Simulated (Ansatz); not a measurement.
Ansatz input file:

```yaml
crystal:
  lattice:
    - [4.801896642, 0.0, 0.0]
    - [-2.400948321, 4.1585644783, 0.0]
    - [0.0, 0.0, 6.0239779116]
  atoms:
    - { symbol: Sc, position: [0.0, 0.0, 0.0] }
    - { symbol: Sc, position: [0.0, 0.0, 0.5] }
    - { symbol: Sc, position: [0.3333333333, 0.6666666667, 0.75] }
    - { symbol: Sc, position: [0.6666666667, 0.3333333333, 0.25] }
    - { symbol: Al, position: [0.3333333333, 0.6666666667, 0.25] }
    - { symbol: Al, position: [0.6666666667, 0.3333333333, 0.75] }
basis:
  ecutwfc: 420
kpoints:
  mp_grid: { grid: [12, 12, 6] }
hamiltonian:
  xc: pbesol
scf:
  occupations: { method: gaussian, width: 0.1 }
output:
  forces: true
  stress: true
  eigenvalues: true
relax:
  adjacent_minimum: "off"
  f_tol: 0.01
  max_steps: 30
  cell: { stress_tol: 0.1, fix: [volume] }
```

Launched with
```bash
ansatz run input.yaml --threads 1 --pin off --max-ram 2560MiB --backend cpu --events-out ev --progress --plain --runs-dir out
```

Level of theory: Ansatz, DFT PBEsol, scalar-relativistic, plane waves, PAW.

Part of what the program printed, abridged:

```
Pseudopotentials: kind: paw
Pseudopotential: Sc, paw, valence charge 11, recommended cutoff 420 eV (normal)
Pseudopotential: Al, paw, valence charge 3, recommended cutoff 420 eV (normal)
Functional definition: PBEsol
Crystal: 6 atoms, lattice volume = 120.293 Å³
Basis set: ecut = 420 eV, 2313 PW (Γ), exchange–correlation on 72×72×90 points (8 copies of the dense FFT grid, shifted against one another)
Bands: 31, of which v1, the nominal top of the filled ones, is band 25 counted from 1 (24 counted from 0)
Symmetry: 24 space group operations
Space group: P63/mmc (ITA 194), of the structure as read, at distance tolerance 4.9e-5 Å
k-points: 76 of 864
Initial density: superposition of atomic densities (neutral atoms: chi_scale 0, normalization atom), corrected by the library's trained network
Initial wavefunctions: pseudopotential atomic-orbital guess
Functional: x = pbesol(κ = 0.804, μ = 0.12345679), c = pbesol(β = 0.046)
SCF iter   1: F=—  HF=-9496.706063 eV  |F-HF|=—  |Δ(HF+E_count)|=         —  Δρ=5.10e-3  dr2=3.78e-2  ethr=1.77e-3  ⟨swp⟩=5.8  Hψ=10226  notcnv=0
SCF iter   2: F=—  HF=-9496.696319 eV  |F-HF|=—  |Δ(HF+E_count)|=   9.74e-3  Δρ=2.20e-3  dr2=6.92e-3  ethr=7.57e-5  ⟨swp⟩=2.2  Hψ=3969  notcnv=0  defer=24
SCF iter   3: F=—  HF=-9496.694630 eV  |F-HF|=—  |Δ(HF+E_count)|=   1.69e-3  Δρ=5.12e-4  dr2=2.94e-4  ethr=1.38e-5  ⟨swp⟩=2.7  Hψ=4010  notcnv=0  defer=24
SCF iter   4: F=—  HF=-9496.694603 eV  |F-HF|=—  |Δ(HF+E_count)|=   2.72e-5  Δρ=8.72e-5  dr2=1.41e-5  ethr=5.88e-7  ⟨swp⟩=2.0  Hψ=2982  notcnv=0  defer=24
SCF iter   5: F=—  HF=-9496.694614 eV  |F-HF|=—  |Δ(HF+E_count)|=   1.14e-5  Δρ=1.67e-5  dr2=3.79e-7  ethr=2.82e-8  ⟨swp⟩=2.0  Hψ=2989  notcnv=0  defer=24
SCF iter   6: F=-9496.694614 eV  HF=-9496.694614 eV  |F-HF|=1.46e-8  |Δ(HF+E_count)|=   1.03e-7  Δρ=5.08e-6  dr2=2.60e-8  ethr=2.00e-10  ⟨swp⟩=6.7  Hψ=8938  notcnv=0
SCF 1 converged in 6 iterations: F = -9496.694614 eV  dr2 = 2.60e-8
relax step   1: F+E_penalty+E_count = -9496.69461396 eV  Δ(F+E_penalty+E_count) = +0.000e0 eV  max|allowed force component| = 1.831e-17 eV/Å  Δτ_max = 0.0000 Å  P = +2.391 GPa  Ω = 120.293 Å³  fix = [volume]  reactions: volume +2.391 GPa (6 SCF iters, dr2 threshold 1.00e-7 eV, accepted)
Initial density: handed on by an earlier stage of this run
Initial wavefunctions: those handed on with the density
SCF iter   1: F=—  HF=-9496.694739 eV  |F-HF|=—  |Δ(HF+E_count)|=         —  Δρ=2.44e-4  dr2=1.10e-4  ethr=1.77e-7  ⟨swp⟩=2.2  Hψ=12048  notcnv=0
SCF iter   2: F=—  HF=-9496.694718 eV  |F-HF|=—  |Δ(HF+E_count)|=   2.04e-5  Δρ=1.39e-4  dr2=3.69e-5  ethr=1.77e-7  ⟨swp⟩=1.6  Hψ=2513  notcnv=0
SCF iter   3: F=—  HF=-9496.694722 eV  |F-HF|=—  |Δ(HF+E_count)|=   3.76e-6  Δρ=2.55e-5  dr2=1.28e-6  ethr=7.38e-8  ⟨swp⟩=2.0  Hψ=3028  notcnv=0
SCF iter   4: F=-9496.694722 eV  HF=-9496.694722 eV  |F-HF|=1.58e-8  |Δ(HF+E_count)|=   4.16e-7  Δρ=4.49e-6  dr2=2.80e-8  ethr=2.56e-9  ⟨swp⟩=2.0  Hψ=3064  notcnv=0
SCF iter   5: F=-9496.694722 eV  HF=-9496.694722 eV  |F-HF|=4.55e-11  |Δ(HF+E_count)|=   2.14e-9  Δρ=9.55e-7  dr2=6.84e-10  ethr=5.61e-11  ⟨swp⟩=2.1  Hψ=3085  notcnv=0
SCF iter   6: F=-9496.694722 eV  HF=-9496.694722 eV  |F-HF|=2.18e-11  |Δ(HF+E_count)|=  2.91e-11  Δρ=1.68e-7  dr2=3.95e-11  ethr=1.37e-12  ⟨swp⟩=1.0  Hψ=6636  notcnv=0
SCF 2 converged in 6 iterations: F = -9496.694722 eV  dr2 = 3.95e-11
relax step   2: F+E_penalty+E_count = -9496.69472152 eV  Δ(F+E_penalty+E_count) = -1.076e-4 eV  max|allowed force component| = 1.927e-17 eV/Å  Δτ_max = 0.0000 Å  P = +2.364 GPa  Ω = 120.293 Å³  energy of the carried Pulay correction = -2.604e-7 eV  fix = [volume]  reactions: volume +2.364 GPa (6 SCF iters, dr2 threshold 1.10e-7 eV, accepted)
SCF iter   1: F=—  HF=-9496.694783 eV  |F-HF|=—  |Δ(HF+E_count)|=         —  Δρ=9.50e-5  dr2=1.67e-5  ethr=2.68e-8  ⟨swp⟩=2.2  Hψ=12021  notcnv=0
SCF iter   2: F=—  HF=-9496.694796 eV  |F-HF|=—  |Δ(HF+E_count)|=   1.26e-5  Δρ=5.41e-5  dr2=5.59e-6  ethr=2.68e-8  ⟨swp⟩=1.6  Hψ=2495  notcnv=0
SCF iter   3: F=—  HF=-9496.694794 eV  |F-HF|=—  |Δ(HF+E_count)|=   1.82e-6  Δρ=9.96e-6  dr2=1.95e-7  ethr=1.12e-8  ⟨swp⟩=2.0  Hψ=3027  notcnv=0
SCF iter   4: F=-9496.694794 eV  HF=-9496.694794 eV  |F-HF|=2.40e-9  |Δ(HF+E_count)|=   6.29e-8  Δρ=1.77e-6  dr2=4.33e-9  ethr=3.89e-10  ⟨swp⟩=2.0  Hψ=3061  notcnv=0
SCF iter   5: F=-9496.694794 eV  HF=-9496.694794 eV  |F-HF|=3.64e-12  |Δ(HF+E_count)|=  3.47e-10  Δρ=3.81e-7  dr2=1.09e-10  ethr=8.67e-12  ⟨swp⟩=2.1  Hψ=3142  notcnv=0
SCF iter   6: F=-9496.694794 eV  HF=-9496.694794 eV  |F-HF|=1.82e-12  |Δ(HF+E_count)|=  3.64e-12  Δρ=6.73e-8  dr2=6.32e-12  ethr=1.00e-12  ⟨swp⟩=1.0  Hψ=5021  notcnv=0
SCF 3 converged in 6 iterations: F = -9496.694794 eV  dr2 = 6.32e-12
relax step   3: F+E_penalty+E_count = -9496.69479387 eV  Δ(F+E_penalty+E_count) = -7.235e-5 eV  max|allowed force component| = 2.005e-17 eV/Å  Δτ_max = 0.0000 Å  P = +2.375 GPa  Ω = 120.293 Å³  energy of the carried Pulay correction = -1.592e-7 eV  fix = [volume]  reactions: volume +2.375 GPa (6 SCF iters, dr2 threshold 4.44e-8 eV, accepted)
Initial wavefunctions: pseudopotential atomic-orbital guess (no wavefunctions were taken with the density)
SCF iter   1: F=—  HF=-9496.694776 eV  |F-HF|=—  |Δ(HF+E_count)|=         —  Δρ=1.49e-6  dr2=3.52e-10  ethr=5.62e-8  ⟨swp⟩=3.2  Hψ=15864  notcnv=0
SCF iter   2: F=—  HF=-9496.694792 eV  |F-HF|=—  |Δ(HF+E_count)|=   1.59e-5  Δρ=7.65e-7  dr2=8.12e-11  ethr=1.00e-12  ⟨swp⟩=3.1  Hψ=4953  notcnv=0
SCF iter   3: F=-9496.694792 eV  HF=-9496.694792 eV  |F-HF|=5.46e-12  |Δ(HF+E_count)|=  1.73e-10  Δρ=1.44e-7  dr2=3.13e-12  ethr=1.00e-12  ⟨swp⟩=1.0  Hψ=2356  notcnv=0
SCF iter   4: F=-9496.694792 eV  HF=-9496.694792 eV  |F-HF|=0.00e0  |Δ(HF+E_count)|=  5.46e-12  Δρ=2.27e-8  dr2=2.57e-13  ethr=1.00e-12  ⟨swp⟩=1.0  Hψ=2356  notcnv=0
SCF iter   5: F=-9496.694792 eV  HF=-9496.694792 eV  |F-HF|=0.00e0  |Δ(HF+E_count)|=  3.64e-12  Δρ=5.80e-9  dr2=2.99e-14  ethr=1.00e-12  ⟨swp⟩=1.0  Hψ=2356  notcnv=0
SCF iter   6: F=-9496.694792 eV  HF=-9496.694792 eV  |F-HF|=3.64e-12  |Δ(HF+E_count)|=  3.64e-12  Δρ=1.68e-9  dr2=3.31e-15  ethr=1.00e-12  ⟨swp⟩=1.0  Hψ=2356  notcnv=0
SCF iter   7: F=-9496.694792 eV  HF=-9496.694792 eV  |F-HF|=1.82e-12  |Δ(HF+E_count)|=  1.82e-12  Δρ=5.30e-10  dr2=2.58e-16  ethr=1.00e-12  ⟨swp⟩=1.1  Hψ=5084  notcnv=0
SCF 4 converged in 7 iterations: F = -9496.694792 eV  dr2 = 2.58e-16
SCF converged after 7 iterations
Free energy (F): -9496.694792 eV
Harris-Foulkes:  -9496.694792 eV  (|F-HF|=1.82e-12)
Internal energy: -9496.658792 eV  (E = F + TS)
E sigma→0 (E₀):  -9496.676792 eV
Entropy (-TS):   -0.036000 eV (-6.000 meV/atom)
Fermi energy:    9.698938 eV
--- Per-component energies (eV) ---
  E_band       = -616.585559
  E_kinetic    = 1093.130783
  E_local      = -3527.299800  (includes V_loc(G=0)·N_el)
  E_nonlocal   = 358.741836
  E_hartree    = 1252.870520
  E_xc         = -493.831191
  E_vxc        = -574.707938  (∫ρ·V_xc dr)
  E_paw        = -4638.667648  (= ΣΔE_a)
  E_vpaw       = -472.191515  (= ΣTr[D̂ρ^β])
  E_aug_tail   = 0.000035  (compensation charges beyond the density's cutoff)
  E_ewald      = -3542.157706
  E_core_change = 0.554378  (= ΣΔE_core)
  E_smearing   = -0.036000  (= −TS)
--- Forces (eV/Å), atoms counted from 1 ---
  atom   1  Sc     0.00000000     0.00000000     0.00000000
  atom   2  Sc     0.00000000     0.00000000     0.00000000
  atom   3  Sc     0.00000000     0.00000000     0.00000000
  atom   4  Sc     0.00000000     0.00000000     0.00000000
  atom   5  Al     0.00000000     0.00000000     0.00000000
  atom   6  Al     0.00000000     0.00000000     0.00000000
--- Stress (GPa, compression-positive) ---
        2.375008       0.000000       0.000000
        0.000000       2.375008       0.000000
        0.000000       0.000000       2.373849
  P = ⅓ Tr σ = 2.3746 GPa (23.746 kbar)
--- Band table (eV; the first three rows and the last of 76) ---
  k-point 0: bands = ["-39.4277", "-39.3514", "-39.3278", "-39.3083", "-18.3440", "-18.2777", "-18.2777", "-18.1266", "-18.1266", "-18.1033", "-18.1033", "-18.0611", "-18.0490", "-17.9924", "-17.9924", "-17.8624", "2.4291", "5.3370", "6.9407", "7.8132", "7.8132", "8.9838", "9.0331", "9.0331", "9.2642", "9.2642", "9.6415", "9.6415", "11.7103", "11.8218", "11.8218"]
  k-point 1: bands = ["-39.4235", "-39.3597", "-39.3234", "-39.3087", "-18.3152", "-18.2713", "-18.2713", "-18.1539", "-18.1539", "-18.0787", "-18.0787", "-18.0578", "-18.0541", "-17.9961", "-17.9961", "-17.8914", "2.5541", "4.9383", "7.2909", "7.8501", "7.8501", "8.7497", "8.7497", "9.0520", "9.5199", "9.5199", "9.6693", "9.6693", "11.6810", "11.8213", "11.9175"]
  k-point 2: bands = ["-39.4118", "-39.3764", "-39.3171", "-39.3101", "-18.2529", "-18.2529", "-18.2373", "-18.1905", "-18.1905", "-18.0746", "-18.0495", "-18.0495", "-18.0475", "-18.0073", "-18.0073", "-17.9634", "2.9182", "4.2038", "7.9440", "7.9614", "7.9614", "8.4166", "8.4166", "9.0578", "9.7389", "9.7389", "9.7417", "9.7417", "11.1813", "11.7643", "12.1810"]
  k-point 75: bands = ["-39.3783", "-39.3783", "-39.3292", "-39.3292", "-18.2963", "-18.2963", "-18.2270", "-18.2270", "-18.1345", "-18.1345", "-18.0621", "-18.0621", "-18.0135", "-18.0135", "-17.9404", "-17.9404", "4.9627", "4.9627", "6.7220", "6.7220", "7.2777", "7.2777", "9.0782", "9.0782", "10.0549", "10.0549", "10.3507", "10.3507", "10.8673", "10.8673", "11.3370"]
--- Relaxed structure (3 steps of the walk, 3 accepted, 1 SCFs on fresh bases) ---
  F+E_penalty+E_count = -9496.69479200 eV   max|allowed force component| = 1.908e-17 eV/Å   (the final SCF, on the basis selected at the relaxed cell)
  cell:  # Å, volume = 120.2928 Å³
    - [4.80554597, 0.0, 0.0]
    - [-2.40277298, 4.16172489, 0.0]
    - [0.0, 0.0, 6.01483217]
  atoms:
    - { symbol: Sc, position: [0.0, 0.0, 0.0] }
    - { symbol: Sc, position: [0.0, 0.0, 0.5] }
    - { symbol: Sc, position: [0.33333333, 0.66666666, 0.75000000] }
    - { symbol: Sc, position: [0.66666666, 0.33333333, 0.25] }
    - { symbol: Al, position: [0.33333333, 0.66666666, 0.25] }
    - { symbol: Al, position: [0.66666666, 0.33333333, 0.75000000] }
```

The relaxation met its thresholds.

Time: 61 s on 1 thread of Intel(R) Xeon(R) Platinum 8259CL CPU @ 2.50GHz (Skylake/Cascade Lake), on a shared host, peak memory 0.58 GiB.